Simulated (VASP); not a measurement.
# MnF2 (P4_2/mnm) in VASP: further runs

Runs on MnF2. Level: PBE. Tasks: relaxation of cell and atoms.

All numbers are computed with VASP 6.6.1; they aren't measurements. Logs are shortened: lines on timing, memory, paths and dates and some standing lists are left out, and cuts for length are marked.

## 1. The structure

The structure is tetragonal, space group P4_2/mnm (No. 136). The conventional cell has a = 4.874 Å, b = 4.874 Å, c = 3.311 Å, α = 90.00°, β = 90.00°, γ = 90.00°. Around Mn (site symmetry mmm) lie 6 F at 2.10 to 2.13 Å. F (site symmetry m2m) is surrounded by 3 Mn at 2.10 to 2.13 Å.

## 2. Relaxation of cell and atoms, PBE, collinear spin, ferromagnetic start

INCAR reads:

```
SYSTEM = MnF2
  PREC = Accurate
  ENCUT = 580
  EDIFF = 1E-6
  ISMEAR = -1
  SIGMA = 0.05
  LREAL = .False.
  LASPH = .True.
  NELM = 120
  ALGO = Fast
  ISIF = 3
  LWAVE = .False.
  LCHARG = .False.
  ISPIN = 2
  MAGMOM = 4 4 0 0 0 0
  LORBIT = 11
  LMAXMIX = 4
  GGA = PE
  IBRION = 2
  NSW = 40
  EDIFFG = -0.005
```

KPOINTS reads:

```
regular mesh
0
Gamma
  5 5 6
  0 0 0
```

POSCAR reads:

```
MnF2
1.0
    4.8738000000      0.0000000000      0.0000000000
    0.0000000000      4.8738000000      0.0000000000
    0.0000000000      0.0000000000      3.3107000000
Mn F
2 4
Direct
    0.5000000000      0.5000000000      0.5000000000
    0.0000000000      0.0000000000      0.0000000000
    0.8053000000      0.1947000000      0.5000000000
    0.6947000000      0.6947000000      0.0000000000
    0.1947000000      0.8053000000      0.5000000000
    0.3053000000      0.3053000000      0.0000000000
```

Potentials or basis: VASP PAW PBE potentials, release 64 (Mn, F).

Started as:

```
$ cat potpaw_PBE.64/Mn/POTCAR potpaw_PBE.64/F/POTCAR > POTCAR
$ mpirun -np 1 vasp_std > vasp.out
```

OUTCAR:

```text
SYSTEM = MnF2
   PREC = Accurate
   ENCUT = 580
   EDIFF = 1E-6
   ISMEAR = -1
   LREAL = .False.
   LASPH = .True.
   NELM = 120
   ISIF = 3
   ISPIN = 2
   LORBIT = 11
   GGA = PE
   IBRION = 2
   NSW = 40
   EDIFFG = -0.005

 ion  position               nearest neighbor table
   1  0.500  0.500  0.500-   3 2.10   5 2.10   4 2.13   6 2.13   4 2.13   6 2.13
   2  0.000  0.000  0.000-   4 2.10   6 2.10   5 2.13   3 2.13   3 2.13   5 2.13
   3  0.805  0.195  0.500-   1 2.10   2 2.13   2 2.13
   4  0.695  0.695  0.000-   2 2.10   1 2.13   1 2.13
   5  0.195  0.805  0.500-   1 2.10   2 2.13   2 2.13
   6  0.305  0.305  0.000-   2 2.10   1 2.13   1 2.13

  LATTYP: Found a simple tetragonal cell.
 ALAT       =     4.8738000000
 C/A-ratio  =     0.6792851574

  Lattice vectors:

 A1 = (   4.8738000000,   0.0000000000,   0.0000000000)
 A2 = (   0.0000000000,   4.8738000000,   0.0000000000)
 A3 = (   0.0000000000,   0.0000000000,   3.3107000000)

Analysis of symmetry for initial positions (statically):
=====================================================================
 Subroutine PRICEL returns:
 Original cell was already a primitive cell.

 Routine SETGRP: Setting up the symmetry group for a
 simple tetragonal supercell.

 Subroutine GETGRP returns: Found 16 space group operations
 (whereof  8 operations were pure point group operations)
 out of a pool of 16 trial point group operations.

The static configuration has the point symmetry D_2h.
 The point group associated with its full space group is D_4h.

Analysis of symmetry for dynamics (positions and initial velocities):
=====================================================================
 Subroutine PRICEL returns:
 Original cell was already a primitive cell.

 Routine SETGRP: Setting up the symmetry group for a
 simple tetragonal supercell.

 Subroutine GETGRP returns: Found 16 space group operations
 (whereof  8 operations were pure point group operations)
 out of a pool of 16 trial point group operations.

The dynamic configuration has the point symmetry D_2h.
 The point group associated with its full space group is D_4h.

Analysis of structural, dynamic, and magnetic symmetry:
=====================================================================
 Subroutine PRICEL returns:
 Original cell was already a primitive cell.

 Routine SETGRP: Setting up the symmetry group for a
 simple tetragonal supercell.

 Subroutine GETGRP returns: Found 16 space group operations
 (whereof  8 operations were pure point group operations)
 out of a pool of 16 trial point group operations.

The overall configuration has the point symmetry D_2h.
 The point group associated with its full space group is D_4h.

 Subroutine INISYM returns: Found 16 space group operations
 (whereof  8 operations are pure point group operations),
 and found     1 'primitive' translations

----------------------------------------------------------------------------------------

                                     Primitive cell

  volume of cell :      78.6421

  direct lattice vectors                    reciprocal lattice vectors
     4.873800000  0.000000000  0.000000000     0.205178711  0.000000000  0.000000000
     0.000000000  4.873800000  0.000000000     0.000000000  0.205178711  0.000000000
     0.000000000  0.000000000  3.310700000     0.000000000  0.000000000  0.302050926

  length of vectors
     4.873800000  4.873800000  3.310700000     0.205178711  0.205178711  0.302050926

  position of ions in fractional coordinates (direct lattice)
     0.500000000  0.500000000  0.500000000
     0.000000000  0.000000000  0.000000000
     0.805300000  0.194700000  0.500000000
     0.694700000  0.694700000  0.000000000
     0.194700000  0.805300000  0.500000000
     0.305300000  0.305300000  0.000000000

  ion indices of the primitive-cell ions
   primitive index   ion index
                 1           1
                 2           2
                 3           3
                 4           4
                 5           5
                 6           6

----------------------------------------------------------------------------------------

 KPOINTS: regular mesh

Automatic generation of k-mesh.
 Grid dimensions read from file:
 generate k-points for:    5    5    6

 Generating k-lattice:

  Cartesian coordinates                     Fractional coordinates (reciprocal lattice)
     0.041035742  0.000000000  0.000000000     0.200000000  0.000000000  0.000000000
     0.000000000  0.041035742  0.000000000     0.000000000  0.200000000  0.000000000
     0.000000000  0.000000000  0.050341821     0.000000000  0.000000000  0.166666667

  Length of vectors
     0.041035742  0.041035742  0.050341821

  Shift w.r.t. Gamma in fractional coordinates (k-lattice)
     0.000000000  0.000000000  0.000000000

 Subroutine IBZKPT returns following result:
 ===========================================

 Found     24 irreducible k-points:

 Following reciprocal coordinates:
            Coordinates               Weight
  0.000000  0.000000  0.000000      1.000000
  0.200000  0.000000  0.000000      4.000000
  0.400000  0.000000  0.000000      4.000000
  0.200000  0.200000  0.000000      4.000000
  0.400000  0.200000  0.000000      8.000000
  0.400000  0.400000  0.000000      4.000000
[... 16 lines left out ...]
  0.400000  0.200000  0.500000      8.000000
  0.400000  0.400000  0.500000      4.000000
   k-points           NKPTS =     24   k-points in BZ     NKDIM =     24   number of bands    NBANDS=     29
   number of dos      NEDOS =    301   number of ions     NIONS =      6
   total plane-waves  NPLWV =  44800
   dimension x,y,z NGX =    40 NGY =   40 NGZ =   28
   dimension x,y,z NGXF=    80 NGYF=   80 NGZF=   56
   ions per type =               2   4
   NGX,Y,Z   is equivalent  to a cutoff of  13.64, 13.64, 14.06 a.u.
   NGXF,Y,Z  is equivalent  to a cutoff of  27.29, 27.29, 28.12 a.u.
 SYSTEM =  MnF2
   PREC   = accura    normal or accurate (medium, high low for compatibility)
   ISTART =      0    job   : 0-new  1-cont  2-samecut
   ICHARG =      2    charge: 1-file 2-atom 10-const
   ISPIN  =      2    spin polarized calculation?
   LNONCOLLINEAR =      F non collinear calculations
   LSORBIT =      F    spin-orbit coupling
   LASPH  =      T    aspherical Exc in radial PAW
   ENCUT  =  580.0 eV  42.63 Ry    6.53 a.u.   9.57  9.57  6.50*2*pi/ulx,y,z
   NELM   =    120;   NELMIN=  2; NELMDL= -5     # of ELM steps
   EDIFF  = 0.1E-05   stopping-criterion for ELM
   LREAL  =      F    real-space projection
   EDIFFG = -.5E-02   stopping-criterion for IOM
   NSW    =     40    number of steps for IOM
   IBRION =      2    ionic relax: 0-MD 1-quasi-New 2-CG
   NFREE  =      1    steps in history (QN), initial steepest desc. (CG)
   ISIF   =      3    stress and relaxation
   ISYM   =      2    0-nonsym 1-usesym 2-fastsym
   POTIM  = 0.5000    time-step for ionic-motion
   TEBEG  =    0.0;   TEEND  =   0.0 temperature during run
   PSTRESS=    0.0 pullay stress
   NELECT =      42.0000    total number of electrons
   NUPDOWN=      -1.0000    fix difference up-down
   EMIN   =  10.00;   EMAX   =-10.00  energy-range for DOS
   EFERMI =   0.00;   METHOD = LEGACY
   ISMEAR =    -1;   SIGMA  =   0.05  broadening in eV -4-tet -1-fermi 0-gaus
   EFERMI_NEDOS =   21; number of points for ismear=-14 and -15
   IALGO  =     68    algorithm
   IMIX   =      4    mixing-type and parameters
     AMIX     =   0.40;   BMIX     =  1.00
     AMIX_MAG =   1.60;   BMIX_MAG =  1.00
  volume/ion in A,a.u.               =      13.11        88.45
  Fermi-wavevector in a.u.,A,eV,Ry     =   1.328229  2.509988 24.003281  1.764191
  Thomas-Fermi vector in A             =   2.457482
   LORBIT       =     11    0 simple, 1 ext, 2 COOP (PROOUT), +10 PAW based schemes
   GGA     = PE    functional components
   LHFCALC =     F    Hartree Fock is set to
   AEXX    =    0.0000 exact exchange contribution
   IVDW    =     0    specifies the selected vdW correction
   LEPSILON=     F    determine dielectric tensor
   LRPA    =     F    only Hartree local field effects (RPA)
 conjugate gradient relaxation of ions
 spin polarized calculation
 RMM-DIIS sequential band-by-band and
  energy-cutoff  :      580.00
  volume of cell :       78.64
 maximum number of plane-waves:      2521
 NGX is ok and might be reduce to    40
   NGX = 19   NGY = 19   NGZ = 13

--------------------------------------- Ionic step        1  -------------------------------------------

 number of electron      42.0000042 magnetization      10.0000605

 number of electron      42.0000042 magnetization       9.9999997

 Free energy of the ion-electron system (eV)
  ---------------------------------------------------
  ext. energy  EPLUGINS =         0.00000000
  ---------------------------------------------------
  free energy    TOTEN  =       -39.29634233 eV

  energy without entropy =      -39.29634224  energy(sigma->0) =      -39.29634229

------------------------ aborting loop because EDIFF is reached ----------------------------------------

  FORCE on cell =-STRESS in cart. coord.  units (eV):
  Direction    XX          YY          ZZ          XY          YZ          ZX
  --------------------------------------------------------------------------------------
  -------------------------------------------------------------------------------------
  Total        1.5894503      1.5894503      1.7587927     -0.0000000      0.0000000      0.0000000
  in kB       32.3818975     32.3818975     35.8319129     -0.0000000      0.0000000      0.0000000
  external PRESSURE =      33.5319026 kB  Pullay stress =       0.0000000 kB
[... 225 lines left out ...]
  energy  without entropy=      -39.3253170288  energy(sigma->0) =      -39.32531705

--------------------------------------- Ionic step        7  -------------------------------------------

 number of electron      42.0000044 magnetization      10.0000002

 Free energy of the ion-electron system (eV)
  ---------------------------------------------------
  ext. energy  EPLUGINS =         0.00000000
  ---------------------------------------------------
  free energy    TOTEN  =       -39.32532123 eV

  energy without entropy =      -39.32532118  energy(sigma->0) =      -39.32532120

 E-fermi :   2.5685     XC(G=0):  -9.4026

 val. band max:        1.9307391647   @ k =   0.0000   0.0000   0.0000
 cond. band min:       3.1803813160   @ k =   0.0000   0.0000   0.0000
 fundamental gap:      1.2496421513
 Fermi energy:         2.5685379730

 spin component 1

 k-point     1 :       0.0000    0.0000    0.0000
  band No.  band energies     occupation
      1     -22.3440      1.00000
      2     -21.8787      1.00000
      3     -21.8343      1.00000
      4     -21.8343      1.00000
      5      -5.9322      1.00000
      6      -5.1028      1.00000
[... 757 lines left out ...]
     28       8.7803      0.00000
     29       9.4828      0.00000
 Fermi energy:         2.5685379730

 spin component 2

 k-point     1 :       0.0000    0.0000    0.0000
  band No.  band energies     occupation
      1     -22.1480      1.00000
      2     -21.6896      1.00000
      3     -21.6554      1.00000
      4     -21.6554      1.00000
      5      -5.4001      1.00000
      6      -4.3183      1.00000
[... 790 lines left out ...]
  FREE ENERGIE OF THE ION-ELECTRON SYSTEM (eV)
  ---------------------------------------------------
  free  energy   TOTEN  =       -39.3253212259 eV

  energy  without entropy=      -39.3253211798  energy(sigma->0) =      -39.32532120

 reached required accuracy - stopping structural energy minimisation

 total charge

# of ion       s       p       d       tot
------------------------------------------
    1        0.161   0.184   4.917   5.262
    2        0.161   0.184   4.917   5.262
    3        1.731   4.360   0.000   6.091
    4        1.731   4.360   0.000   6.091
    5        1.731   4.360   0.000   6.091
    6        1.731   4.360   0.000   6.091
--------------------------------------------------
tot          7.246  17.808   9.834  34.887

 magnetization (x)

# of ion       s       p       d       tot
------------------------------------------
    1        0.024   0.020   4.538   4.582
    2        0.024   0.020   4.538   4.582
    3        0.008   0.079   0.000   0.087
    4        0.008   0.079   0.000   0.087
    5        0.008   0.079   0.000   0.087
    6        0.008   0.079   0.000   0.087
--------------------------------------------------
tot          0.081   0.356   9.075   9.512
```

Wall time 4.1 min (1 thread of Intel Xeon 6975P-C (Granite Rapids), shared host); peak memory 0.29 GiB.

What came out:

```yaml
Free_energy: -39.3253 eV
Relaxed_volume: 13.60 Å³/atom
Relaxed_cell: a = 4.945 Å, b = 4.945 Å, c = 3.336 Å, α = 90.00°, β = 90.00°, γ = 90.00°
Space_group_after_relaxing_to_0.05_Å: P4_2/mnm (No. 136)
Energy_gained_by_relaxing: 4.8 meV/atom
Ionic_steps: 7
Pressure_after_relaxing: 0.0 GPa
Largest_force_after_relaxing: 0.005 eV/Å
Band_gap_on_the_k_mesh: 1.25 eV, direct
Net_moment: 10.00 μB per cell
Site_moments: Mn +4.58; F +0.09 μB
Valence_electrons_inside_the_program's_atomic_spheres: Mn 5.26; F 6.09
```

Forces on the atoms (eV/Å):
```
Mn   0.000  0.000  0.000
Mn   0.000  0.000  0.000
F   -0.004  0.004  0.000
F    0.004  0.004  0.000
F    0.004 -0.004  0.000
F   -0.004 -0.004  0.000
```

The path:
| step | energy change (eV) | largest force (eV/Å) | pressure (GPa) | volume (Å³) |
| --- | --- | --- | --- | --- |
| 1 | 0.0000 | 0.0404 | 3.35 | 78.64 |
| 2 | -0.0276 | 0.0161 | -0.44 | 81.81 |
| 3 | -0.0282 | 0.0095 | 0.03 | 81.39 |
| 4 | -0.0282 | 0.0105 | -0.10 | 81.44 |
| 5 | -0.0286 | 0.0075 | -0.03 | 81.48 |
| 6 | -0.0290 | 0.0053 | -0.08 | 81.60 |
| 7 | -0.0290 | 0.0050 | -0.03 | 81.59 |

Final structure:
```yaml
crystal:
  lattice:
    - [4.94508, 0.00000, 0.00000]
    - [0.00000, 4.94508, 0.00000]
    - [0.00000, 0.00000, 3.33644]
  atoms:
    - { symbol: Mn, position: [0.50000, 0.50000, 0.50000] }
    - { symbol: Mn, position: [0.00000, 0.00000, 0.00000] }
    - { symbol: F, position: [0.80527, 0.19473, 0.50000] }
    - { symbol: F, position: [0.69473, 0.69473, 0.00000] }
    - { symbol: F, position: [0.19473, 0.80527, 0.50000] }
    - { symbol: F, position: [0.30527, 0.30527, 0.00000] }
```

Caveat: an odd mesh through Γ misses points on the zone boundary, where band edges often lie; only a ferromagnetic start was run, and an antiferromagnetic order may lie lower in energy. PBE usually gives volumes a little too large and moduli too small.

## 3. Relaxation of cell and atoms, PBE, collinear spin, ferromagnetic start

INCAR reads:

```
SYSTEM = MnF2
PREC     = Accurate       ! precision mode
ENCUT    = 600            ! plane-wave cutoff, eV
EDIFF    = 1E-6           ! SCF threshold, eV
ISMEAR   = -1             ! smearing method
SIGMA    = 0.05           ! smearing width, eV
LREAL    = .FALSE.        ! projectors in reciprocal space
LASPH    = .TRUE.         ! aspherical terms in the spheres
NELM     = 120            ! most SCF steps
ALGO     = Normal         ! electronic algorithm
ISIF     = 3              ! what is computed and relaxed
LWAVE    = .FALSE.        ! write WAVECAR
LCHARG   = .FALSE.        ! write CHGCAR
ISPIN    = 2              ! spin polarisation
MAGMOM   = 4 4 0 0 0 0    ! initial moments
LORBIT   = 11             ! projections on sites
LMAXMIX  = 4              ! l up to which the mixer works
GGA      = PE             ! functional
IBRION   = 2              ! ionic algorithm
NSW      = 60             ! ionic steps
EDIFFG   = -0.005         ! ionic threshold
```

KPOINTS reads:

```
regular mesh
0
G
  5 5 6
  0 0 0
```

POSCAR is that of step 2.

Potentials or basis: VASP PAW PBE potentials, release 64 (Mn_pv, F).

Started as:

```
$ cat potpaw_PBE.64/Mn_pv/POTCAR potpaw_PBE.64/F/POTCAR > POTCAR
$ mpirun -np 1 vasp_std > vasp.out
```

Wall time 4.9 min (1 thread of Intel Xeon 6975P-C (Granite Rapids), shared host); peak memory 0.31 GiB.

It converged, with:

```
Free energy                                           : -39.3399 eV
Relaxed volume                                        : 13.63 Å³/atom
Relaxed cell                                          : a = 4.948 Å, b = 4.948 Å, c = 3.340 Å, α = 90.00°, β = 90.00°, γ = 90.00°
Space group after relaxing (to 0.05 Å)                : P4_2/mnm (No. 136)
Energy gained by relaxing                             : 5.6 meV/atom
Ionic steps                                           : 8
Pressure after relaxing                               : 0.0 GPa
Band gap on the k mesh                                : 1.21 eV, direct
Net moment                                            : 10.00 μB per cell
Site moments                                          : Mn +4.60; F +0.09 μB
Valence electrons inside the program's atomic spheres : Mn 11.22; F 6.09
```

Forces on the atoms (eV/Å):
```
Mn   0.000  0.000  0.000
Mn   0.000  0.000  0.000
F   -0.002  0.002  0.000
F    0.002  0.002  0.000
F    0.002 -0.002  0.000
F   -0.002 -0.002  0.000
```

The path:
| step | energy change (eV) | largest force (eV/Å) | pressure (GPa) | volume (Å³) |
| --- | --- | --- | --- | --- |
| 1 | 0.0000 | 0.0436 | 3.62 | 78.64 |
| 2 | -0.0319 | 0.0173 | -0.48 | 82.06 |
| 3 | -0.0326 | 0.0102 | 0.00 | 81.60 |
| 4 | -0.0326 | 0.0093 | 0.07 | 81.54 |
| 5 | -0.0329 | 0.0050 | 0.08 | 81.57 |
| 6 | -0.0333 | 0.0076 | 0.05 | 81.68 |
| 7 | -0.0333 | 0.0067 | 0.06 | 81.67 |
| 8 | -0.0333 | 0.0027 | -0.04 | 81.76 |

Final structure:
```
Mn F
1.0
     4.94752    0.00000    0.00000
     0.00000    4.94752    0.00000
     0.00000    0.00000    3.34033
Mn F
2 4
Direct
  0.50000 0.50000 0.50000
  0.00000 0.00000 0.00000
  0.80522 0.19478 0.50000
  0.69478 0.69478 0.00000
  0.19478 0.80522 0.50000
  0.30522 0.30522 0.00000
```

Levels at points of the mesh, in eV from the valence-band top:
Spin up:
```csv
k point,band 29,band 30,band 31,band 32,band 33,band 34,band 35,band 36
"(0.00, 0.00, 0.00)",-1.48,-0.51,-0.51,0.00,1.21,6.57,6.57,7.60
"(0.00, 0.00, 0.50)",-1.16,-1.16,-0.96,-0.96,5.72,5.72,9.48,9.48
```
Spin down:
```
           k point  band 19  band 20  band 21  band 22  band 23  band 24  band 25  band 26
(0.00, 0.00, 0.00)    -4.74    -4.36    -4.36    -4.07     1.88     1.90     2.28     2.36
(0.00, 0.00, 0.50)    -4.92    -4.92    -4.73    -4.73     2.29     2.29     2.37     2.37
```

Caveat: an odd mesh through Γ misses points on the zone boundary, where band edges often lie; only a ferromagnetic start was run, and an antiferromagnetic order may lie lower in energy.

(Part 1 of 2 ends here.)
